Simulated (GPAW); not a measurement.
A run of GPAW 26.7.0 is set up as follows.

Contents of run.py:

```python
from ase.dft.bandgap import bandgap
from ase.io import read, write
from ase.units import GPa
from gpaw import GPAW, PW

atoms = read('POSCAR')

calc = GPAW(mode=PW(800),
            xc='PBE',
            kpts={'size': (9, 9, 9), 'gamma': True},
            occupations={'name': 'methfessel-paxton', 'order': 0, 'width': 0.011},
            nbands=24,
            convergence={'density': 1e-05, 'energy': 1e-05},
            maxiter=150,
            txt='gpaw.txt')
atoms.calc = calc
energy = atoms.get_potential_energy()
forces = atoms.get_forces()
stress = atoms.get_stress()
calc.write('gs.gpw')
write('result.traj', atoms)
print(f'Energy: {energy:.6f} eV')
print('Forces (eV/A):')
print(forces.round(4))
print('Stress (GPa):', (stress / GPa).round(3))
print('Fermi level:', round(calc.get_fermi_level(), 4), 'eV')
print(f'Gap: {bandgap(calc)[0]:.4f} eV, direct: {bandgap(calc, direct=True)[0]:.4f} eV')
```

POSCAR

```
HfO2
1.0
    0.0000000000      2.5575000000      2.5575000000
    2.5575000000      0.0000000000      2.5575000000
    2.5575000000      2.5575000000      0.0000000000
Hf O
1 2
Direct
    0.0000000000      0.0000000000      0.0000000000
    0.7500000000      0.7500000000      0.7500000000
    0.2500000000      0.2500000000      0.2500000000
```

Potentials or basis: GPAW PAW data sets (gpaw-data 1.2.1), pw.

The run is started by

```bash
$ OMP_NUM_THREADS=1 python run.py
```

(1) Estimate the pressure.

(2) Estimate the band gap on the k mesh.

Results:

(1) -2.8 GPa.

(2) 3.84 eV, indirect (least direct gap 3.95 eV).

Caveat: spin-orbit coupling is left out, which moves the levels of the heavy elements; an odd mesh through Γ misses points on the zone boundary, where band edges often lie.
